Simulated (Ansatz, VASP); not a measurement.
**AlNi3: VASP beside Ansatz**

File INCAR:

```
SYSTEM = AlNi3
PREC = Accurate
ENCUT = 520
EDIFF = 1E-7
ISMEAR = -1
SIGMA = 0.05
LREAL = .False.
LASPH = .True.
NELM = 150
ALGO = Normal
ISIF = 2
LWAVE = .False.
LCHARG = .True.
ISPIN = 2
MAGMOM = 1 1 1 0
LORBIT = 11
LMAXMIX = 4
GGA = CA
LELF = .True.
LVHAR = .True.
NBANDS = 28
```

File KPOINTS:

```
Automatic mesh
0
Gamma
  8 8 8
  0 0 0
```

The input POSCAR:

```
AlNi3
1.0
    0.0000000000      2.8204448505      2.8204448505
    2.8204448505      0.0000000000      2.8204448505
    2.8204448505      2.8204448505      0.0000000000
Ni Al
3 1
Direct
    0.7500000000      0.7500000000      0.7500000000
    0.0000000000      0.0000000000      0.0000000000
    0.2500000000      0.2500000000      0.2500000000
    0.5000000000      0.5000000000      0.5000000000
```

Contents of input.yaml:

```yaml
crystal:
  lattice:
    - [0.0, 2.8204448505, 2.8204448505]
    - [2.8204448505, 0.0, 2.8204448505]
    - [2.8204448505, 2.8204448505, 0.0]
  atoms:
    - { symbol: Ni, position: [0.75, 0.75, 0.75], spin: 1.0 }
    - { symbol: Ni, position: [0.0, 0.0, 0.0], spin: 1.0 }
    - { symbol: Ni, position: [0.25, 0.25, 0.25], spin: 1.0 }
    - { symbol: Al, position: [0.5, 0.5, 0.5] }
kpoints:
  mp_grid: { grid: [8, 8, 8] }
scf:
  occupations: { method: fermi_dirac, width: 0.05 }
hamiltonian:
  xc: lda
  pseudopotentials: { kind: all_electron, lapw: { basis_error: 0.002 } }
magnetization:
  spin_polarized: true
output:
  forces: true
  stress: true
  eigenvalues: true
```

Change from the starting cell: volume scaled by 1.02.

Alike in both runs: task single point; functional LDA; k mesh 8 × 8 × 8; occupations fermi-dirac, width 0.05 eV; collinear spin.

|  | VASP | Ansatz |
| --- | --- | --- |
| version | VASP 6.6.1 | Ansatz 0.2.0 |
| potentials or method | VASP PAW LDA potentials, release 64 (Ni, Al) | all-electron LAPW, scalar-relativistic |
| plane-wave cutoff (eV) | 520 | see its input |

Ansatz gave:

| Quantity | Value |
| --- | --- |
| gap on the k mesh at the Fermi level (eV) | none |
| pressure (GPa) | -10.9 |
| net moment per atom (μB) | 0.00 |

Which values does VASP return?

gap on the k mesh at the Fermi level (eV): none; pressure (GPa): -10.6; net moment per atom (μB): 0.00.

A gap of «none» marks a metal or a gap that the smearing closes. Ansatz ran all-electron here, so the differences hold the error of VASP's frozen core and of both bases.

Caveats: the starting moments weren't kept (Ansatz).
